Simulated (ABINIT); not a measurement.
**GaP (F-43m): third-order response**

Wanted: vibrational spectra of GaP (F-43m) from linear and non-linear response.

Main program and level: ABINIT 10.8.3; DFT LDA, scalar-relativistic, plane waves, HGH norm-conserving pseudopotentials.

## Step 1: Starting point

Symmetry: F-43m, No. 216, cubic system. Conventional cell: a = 5.450 Å, b = 5.450 Å, c = 5.450 Å, α = 90.00°, β = 90.00°, γ = 90.00°. Ga has 4 P at 2.36 Å nearest. Nearest to P lie 4 Ga at 2.36 Å. Farther neighbours are not listed.

As a file:

```cif
data_structure
_symmetry_space_group_name_H-M 'P 1'
_symmetry_Int_Tables_number 1
_cell_length_a 3.8541
_cell_length_b 3.8541
_cell_length_c 3.8541
_cell_angle_alpha 60.000
_cell_angle_beta 60.000
_cell_angle_gamma 60.000
_cell_volume 40.48
loop_
_atom_site_label
_atom_site_type_symbol
_atom_site_fract_x
_atom_site_fract_y
_atom_site_fract_z
_atom_site_occupancy
Ga1 Ga 0.00000 0.00000 0.00000 1
P2 P 0.25000 0.25000 0.25000 1
```

## Step 2: A probe with smearing

A first run with smearing and empty bands tells whether the crystal has a gap, which decides between fixed occupations and smearing later on.

probe.abi reads:

```
# ground state
tolvrs 1.0d-08
prtden 1
prtwf 1

# basis, mesh and filling
ecut 24.0
ixc 7
ngkpt 6 6 6
nshiftk 1
shiftk 0.0 0.0 0.0
istwfk *1
occopt 7
tsmear 0.005
nband 9
nstep 100
diemac 9.0
prtebands 0
prtgsr 0

# cell and atoms
acell 3*1.0 Angstrom
rprim 
    -2.72525 0.0 2.72525
    0.0 2.72525 2.72525
    -2.72525 2.72525 0.0
ntypat 2
znucl 31 15
natom 2
typat 1 2
xred 
    0.0 0.0 0.0
    0.25 0.25 0.25
pp_dirpath "./pseudo"
pseudos "Ga.hgh, P.hgh"
```

Run with:

```sh
OMP_NUM_THREADS=1 mpirun -n 2 abinit probe.abi > probe.log
```

Numbers of over 12 decimals in the logs are rounded to 6 here.

probe.abo, the main output file:

```text
[banners, grids, parts of the stress and lines that vanish by symmetry left out]
- input  file    -> probe.abi
- output file    -> probe.abo
- root for input  files -> probei
[...]
Symmetries : space group F-4 3 m (#216); Bravais cF (face-center cubic)
[...]
mpw =        1544          nfft =       46656          nkpt =          16
[...]
== DATASET  1 ==================================================================
[...]
cutoff_energies: {ecut:  24.0, pawecutdg:  -1.0, }
[...]
Exchange-correlation functional for the present dataset will be:
  LDA: Perdew-Wang 92 LSD fit to Ceperley-Alder data - ixc=7
[...]
ETOT  1  -8.878271    -8.878E+00 1.540E-02 1.818E+02
 ETOT  2  -8.913274    -3.500E-02 7.230E-04 1.633E+01
 ETOT  3  -8.916693    -3.419E-03 2.521E-04 3.151E-01
 ETOT  4  -8.916730    -3.670E-05 1.561E-04 2.848E-03
 ETOT  5  -8.916730    -1.884E-07 2.854E-05 2.006E-05
 ETOT  6  -8.916730    -1.730E-09 2.772E-05 4.209E-07
 ETOT  7  -8.916730    -1.961E-11 5.118E-06 1.105E-08
 ETOT  8  -8.916730    -6.430E-13 4.885E-06 3.197E-11
 At SCF step    8       vres2   =  3.20E-11 < tolvrs=  1.00E-08 =>converged.
[...]
sigma(1 1)=  1.97765454E-04  sigma(3 2)=  0.00000000E+00
  sigma(2 2)=  1.97765454E-04  sigma(3 1)=  0.00000000E+00
  sigma(3 3)=  1.97765454E-04  sigma(2 1)=  0.00000000E+00
[...]
convergence: {deltae: -6.430E-13, res2:  3.197E-11, residm:  4.885E-06, diffor: null, }
etotal    :  -8.91672974E+00
[...]
sigma(1 1)=  1.97765454E-04  sigma(3 2)=  0.00000000E+00
  sigma(2 2)=  1.97765454E-04  sigma(3 1)=  0.00000000E+00
  sigma(3 3)=  1.97765454E-04  sigma(2 1)=  0.00000000E+00
[...]
- sigma(1 1)=  5.81846053E+00  sigma(3 2)=  0.00000000E+00
- sigma(2 2)=  5.81846053E+00  sigma(3 1)=  0.00000000E+00
- sigma(3 3)=  5.81846053E+00  sigma(2 1)=  0.00000000E+00
[...]
fcart     -0.0000000000E+00 -0.0000000000E+00 -0.0000000000E+00
           strten      1.9776545364E-04  1.9776545364E-04  1.9776545364E-04
================================================================================

[key lines of the parts left out:]
pressure_GPa:  -5.8185E+00
```

Run time: 3.3 s. Hardware: 2 MPI ranks of Arm Neoverse V2, shared host.

This step gave:

```
volume per atom   : 20.24 Å³
pressure          : -5.818 GPa
gap on the k-mesh : 1.582 eV
```

A gap of 1.6 eV opens on this mesh, so the crystal is taken as an insulator; the printed pressure holds the stress of the finite basis too.

## Step 3: Relaxation

The harmonic expansion needs vanishing forces, and a free crystal bears no stress, so cell and atoms are brought to rest. Stress is more sensitive to the basis than forces are: the last 3 Ha under the cutoff are smoothed with ecutsm, and the cutoff is raised above that of the later runs.

relax.abi reads:

```
# relaxation
ionmov 2
optcell 2
dilatmx 1.08
ntime 40
tolmxf 1.0d-05
tolvrs 1.0d-14
prtwf 0
prtden 0
chksymtnons 0

# basis, mesh and filling
ecut 31.0
ecutsm 3.0
ixc 7
ngkpt 8 8 8
nshiftk 1
shiftk 0.0 0.0 0.0
istwfk *1
occopt 1
nband 4
nstep 100
diemac 9.0
prtebands 0
prtgsr 0

# cell and atoms
acell 3*1.0 Angstrom
rprim 
    -2.72525 0.0 2.72525
    0.0 2.72525 2.72525
    -2.72525 2.72525 0.0
ntypat 2
znucl 31 15
natom 2
typat 1 2
xred 
    0.0 0.0 0.0
    0.25 0.25 0.25
pp_dirpath "./pseudo"
pseudos "Ga.hgh, P.hgh"
```

Run with:

```sh
OMP_NUM_THREADS=1 mpirun -n 2 abinit relax.abi > relax.log
```

relax.abo, the main output file:

```text
[banners, grids, parts of the stress and lines that vanish by symmetry left out]
- input  file    -> relax.abi
- output file    -> relax.abo
- root for input  files -> relaxi
[...]
Symmetries : space group F-4 3 m (#216); Bravais cF (face-center cubic)
[...]
mpw =        2874          nfft =       64000          nkpt =          29
[...]
== DATASET  1 ==================================================================
[...]
cutoff_energies: {ecut:  31.0, pawecutdg:  -1.0, }
[...]
Exchange-correlation functional for the present dataset will be:
  LDA: Perdew-Wang 92 LSD fit to Ceperley-Alder data - ixc=7
[...]
ETOT  1  -8.878154    -8.878E+00 2.254E-02 2.550E+02
 ETOT  2  -8.913644    -3.549E-02 4.211E-05 2.481E+01
 ETOT  3  -8.917451    -3.806E-03 5.713E-05 3.756E-01
 ETOT  4  -8.917481    -2.999E-05 2.132E-07 4.375E-03
 ETOT  5  -8.917481    -1.986E-07 4.110E-09 1.399E-05
[...]
At SCF step   10       vres2   =  2.72E-15 < tolvrs=  1.00E-14 =>converged.
[...]
sigma(1 1)=  1.95082619E-04  sigma(3 2)=  0.00000000E+00
  sigma(2 2)=  1.95082619E-04  sigma(3 1)=  0.00000000E+00
  sigma(3 3)=  1.95082619E-04  sigma(2 1)=  0.00000000E+00
[...]
convergence: {deltae:  2.043E-13, res2:  2.718E-15, residm:  6.402E-17, diffor: null, }
etotal    :  -8.91748075E+00
[...]
ETOT  1  -8.918212    -8.918E+00 3.558E-05 8.858E-01
[...]
At SCF step    9       vres2   =  4.85E-16 < tolvrs=  1.00E-14 =>converged.
[...]
sigma(1 1)=  1.53639563E-04  sigma(3 2)=  0.00000000E+00
  sigma(2 2)=  1.53639563E-04  sigma(3 1)=  0.00000000E+00
  sigma(3 3)=  1.53639563E-04  sigma(2 1)=  0.00000000E+00
[...]
convergence: {deltae: -1.190E-13, res2:  4.850E-16, residm:  1.502E-20, diffor: null, }
etotal    :  -8.91831383E+00
[...]
ETOT  1  -8.918398    -8.918E+00 2.411E-03 9.678E+00
[...]
At SCF step    9       vres2   =  2.74E-15 < tolvrs=  1.00E-14 =>converged.
[...]
sigma(1 1)= -1.91686089E-05  sigma(3 2)=  0.00000000E+00
  sigma(2 2)= -1.91686089E-05  sigma(3 1)=  0.00000000E+00
  sigma(3 3)= -1.91686089E-05  sigma(2 1)=  0.00000000E+00
[...]
convergence: {deltae:  4.494E-13, res2:  2.741E-15, residm:  1.206E-19, diffor: null, }
etotal    :  -8.91945913E+00
[...]
ETOT  1  -8.919461    -8.919E+00 3.477E-10 1.103E-01
[...]
At SCF step    8       vres2   =  3.16E-15 < tolvrs=  1.00E-14 =>converged.
[...]
sigma(1 1)=  1.44854548E-06  sigma(3 2)=  0.00000000E+00
  sigma(2 2)=  1.44854548E-06  sigma(3 1)=  0.00000000E+00
  sigma(3 3)=  1.44854548E-06  sigma(2 1)=  0.00000000E+00
[...]
convergence: {deltae:  1.066E-13, res2:  3.155E-15, residm:  7.210E-19, diffor: null, }
etotal    :  -8.91947356E+00
[...]
ETOT  1  -8.919474    -8.919E+00 3.326E-10 5.492E-04
[...]
ETOT  6  -8.919474    -4.796E-14 1.126E-17 1.560E-12
 ETOT  7  -8.919474     3.730E-14 3.173E-19 6.150E-15
 At SCF step    7       vres2   =  6.15E-15 < tolvrs=  1.00E-14 =>converged.
[...]
sigma(1 1)=  1.15512262E-08  sigma(3 2)=  0.00000000E+00
  sigma(2 2)=  1.15512262E-08  sigma(3 1)=  0.00000000E+00
  sigma(3 3)=  1.15512262E-08  sigma(2 1)=  0.00000000E+00
[...]
convergence: {deltae:  3.730E-14, res2:  6.150E-15, residm:  3.173E-19, diffor: null, }
etotal    :  -8.91947365E+00
[...]
At Broyd/MD step   5, gradients are converged :
[...]
sigma(1 1)=  1.15512262E-08  sigma(3 2)=  0.00000000E+00
  sigma(2 2)=  1.15512262E-08  sigma(3 1)=  0.00000000E+00
  sigma(3 3)=  1.15512262E-08  sigma(2 1)=  0.00000000E+00
[...]
- sigma(1 1)=  3.39848809E-04  sigma(3 2)=  0.00000000E+00
- sigma(2 2)=  3.39848809E-04  sigma(3 1)=  0.00000000E+00
- sigma(3 3)=  3.39848809E-04  sigma(2 1)=  0.00000000E+00
[...]
fcart     -0.0000000000E+00 -0.0000000000E+00 -0.0000000000E+00
           strten      1.1551226249E-08  1.1551226249E-08  1.1551226249E-08
================================================================================

[key lines of the parts left out:]
pressure_GPa:  -3.3985E-04
Total energy (etotal) [Ha]= -8.91947364501950E+00
```

Elapsed: 20 s, on 2 MPI ranks.

Relaxation path:

```
step  energy less that of the first step (eV)  largest force (eV/Å)  volume (Å³)
   1                                   0.0000                0.0000        40.48
   2                                  -0.0227                0.0000        39.77
   3                                  -0.0538                0.0000        37.42
   4                                  -0.0542                0.0000        37.66
   5                                  -0.0542                0.0000        37.64
```

```csv
"conventional cell, symmetrised",before,after,change
a (Å),5.450,5.320,-2.4 %
b (Å),5.450,5.320,-2.4 %
c (Å),5.450,5.320,-2.4 %
volume (Å³/atom),20.24,18.82,-7.0 %
```

The relaxed structure:

```xyz
2
Lattice="-2.6601 0.0000 2.6601 0.0000 2.6601 2.6601 -2.6601 2.6601 0.0000" Properties=species:S:1:pos:R:3 pbc="T T T"
Ga    0.0000    0.0000    0.0000
P    -1.3300    1.3300    1.3300
```

Numbers from this step:

- volume per atom: 18.82 Å³
- pressure: -3.40e-4 GPa

The volume changes by -7.0 % in this run and stands -7.0 % from the first cell.

## Step 4: Ground state

First-order wavefunctions inherit every error of the ground state, hence the very tight tolvrs. The mesh is shifted off Γ, since shifted meshes converge sums over the zone faster.

gs.abi reads:

```
# ground state
tolvrs 1.0d-16
prtden 1
prtwf 1

# basis, mesh and filling
ecut 24.0
ixc 7
ngkpt 6 6 6
nshiftk 4
shiftk 
    0.5 0.5 0.5
    0.5 0.0 0.0
    0.0 0.5 0.0
    0.0 0.0 0.5
istwfk *1
occopt 1
nband 4
nstep 100
diemac 9.0
prtebands 0
prtgsr 0

# cell and atoms
acell 3*1.0 Angstrom
rprim 
    -2.660061704 0.0 2.660061704
    0.0 2.660061704 2.660061704
    -2.660061704 2.660061704 0.0
ntypat 2
znucl 31 15
natom 2
typat 1 2
xred 
    0.0 0.0 0.0
    0.25 0.25 0.25
pp_dirpath "./pseudo"
pseudos "Ga.hgh, P.hgh"
```

Run with:

```sh
OMP_NUM_THREADS=1 mpirun -n 2 abinit gs.abi > gs.log
```

gs.abo, the main output file:

```text
[banners, grids, parts of the stress and lines that vanish by symmetry left out]
- input  file    -> gs.abi
- output file    -> gs.abo
- root for input  files -> gsi
[...]
Symmetries : space group F-4 3 m (#216); Bravais cF (face-center cubic)
[...]
mpw =        1435          nfft =       32768          nkpt =          28
[...]
== DATASET  1 ==================================================================
[...]
cutoff_energies: {ecut:  24.0, pawecutdg:  -1.0, }
[...]
Exchange-correlation functional for the present dataset will be:
  LDA: Perdew-Wang 92 LSD fit to Ceperley-Alder data - ixc=7
[...]
ETOT  1  -8.885955    -8.886E+00 1.512E-02 1.259E+02
 ETOT  2  -8.916809    -3.085E-02 1.931E-06 8.941E+00
 ETOT  3  -8.919312    -2.502E-03 3.629E-05 1.973E-01
 ETOT  4  -8.919343    -3.196E-05 2.700E-07 1.578E-03
 ETOT  5  -8.919344    -1.510E-07 1.378E-09 9.423E-06
[...]
ETOT 10  -8.919344    -2.043E-13 6.353E-19 2.026E-15
 ETOT 11  -8.919344     1.883E-13 7.889E-21 6.885E-19
 At SCF step   11       vres2   =  6.88E-19 < tolvrs=  1.00E-16 =>converged.
[...]
sigma(1 1)=  3.63815469E-06  sigma(3 2)=  0.00000000E+00
  sigma(2 2)=  3.63815469E-06  sigma(3 1)=  0.00000000E+00
  sigma(3 3)=  3.63815469E-06  sigma(2 1)=  0.00000000E+00
[...]
convergence: {deltae:  1.883E-13, res2:  6.885E-19, residm:  7.889E-21, diffor: null, }
etotal    :  -8.91934363E+00
[...]
sigma(1 1)=  3.63815469E-06  sigma(3 2)=  0.00000000E+00
  sigma(2 2)=  3.63815469E-06  sigma(3 1)=  0.00000000E+00
  sigma(3 3)=  3.63815469E-06  sigma(2 1)=  0.00000000E+00
[...]
- sigma(1 1)=  1.07038206E-01  sigma(3 2)=  0.00000000E+00
- sigma(2 2)=  1.07038206E-01  sigma(3 1)=  0.00000000E+00
- sigma(3 3)=  1.07038206E-01  sigma(2 1)=  0.00000000E+00
[...]
fcart     -0.0000000000E+00 -0.0000000000E+00 -0.0000000000E+00
           strten      3.6381546912E-06  3.6381546912E-06  3.6381546912E-06
================================================================================

[key lines of the parts left out:]
pressure_GPa:  -1.0704E-01
```

Run time: 2.2 s. Hardware: 2 MPI ranks; 4.2 s of CPU time.

Numbers from this step:

| Property | Result |
| --- | --- |
| pressure | -0.1070 GPa |

The cell stands at -0.11 GPa: the relaxation ran with a smoothed and higher cutoff and on another k mesh.

## Step 5: Empty bands

Empty bands on the ground state's density check that the gap assumed so far is there in this cell.

gap.abi reads:

```
# empty bands on the ground state's density
iscf -2
getden_filepath "gso_DEN"
tolwfr 1.0d-12
nbdbuf 2
prtwf 0

# basis, mesh and filling
ecut 24.0
ixc 7
ngkpt 12 12 12
nshiftk 1
shiftk 0.0 0.0 0.0
istwfk *1
occopt 1
nband 8
nstep 100
diemac 9.0
prtebands 0
prtgsr 0

# cell and atoms
acell 3*1.0 Angstrom
rprim 
    -2.660061704 0.0 2.660061704
    0.0 2.660061704 2.660061704
    -2.660061704 2.660061704 0.0
ntypat 2
znucl 31 15
natom 2
typat 1 2
xred 
    0.0 0.0 0.0
    0.25 0.25 0.25
pp_dirpath "./pseudo"
pseudos "Ga.hgh, P.hgh"
```

Run with:

```sh
OMP_NUM_THREADS=1 mpirun -n 2 abinit gap.abi > gap.log
```

gap.abo, the main output file:

```text
[banners, grids, parts of the stress and lines that vanish by symmetry left out]
- input  file    -> gap.abi
- output file    -> gap.abo
- root for input  files -> gapi
[...]
Symmetries : space group F-4 3 m (#216); Bravais cF (face-center cubic)
[...]
mpw =        1458          nfft =       32768          nkpt =          72
[...]
== DATASET  1 ==================================================================
[...]
cutoff_energies: {ecut:  24.0, pawecutdg:  -1.0, }
[...]
Exchange-correlation functional for the present dataset will be:
  LDA: Perdew-Wang 92 LSD fit to Ceperley-Alder data - ixc=7
[...]
-outvars: echo values of variables after computation
            acell      1.8897261259E+00  1.8897261259E+00  1.8897261259E+00 Bohr
================================================================================
```

Wall time 3.7 s (2 MPI ranks); 7.3 s of CPU time.

Numbers from this step:

```yaml
gap_on_the_k_mesh: 1.434 eV
```

In this cell the gap on the mesh is 1.4 eV, indirect (smallest direct 2.4 eV), so fixed occupations hold.

[end of part 1 of 2]

[Host names and launcher messages were left out of these logs when they were recorded.]

[Logs are printed without paths, hosts, clocks, repeated set-up lines and the standing remarks that a program may print on its own settings, such as how far it seeks lower states.]

[Hosts, paths, dates, database ids (printed as entryN), source tags and the programs' standing remarks are cut or masked in the printed files.]
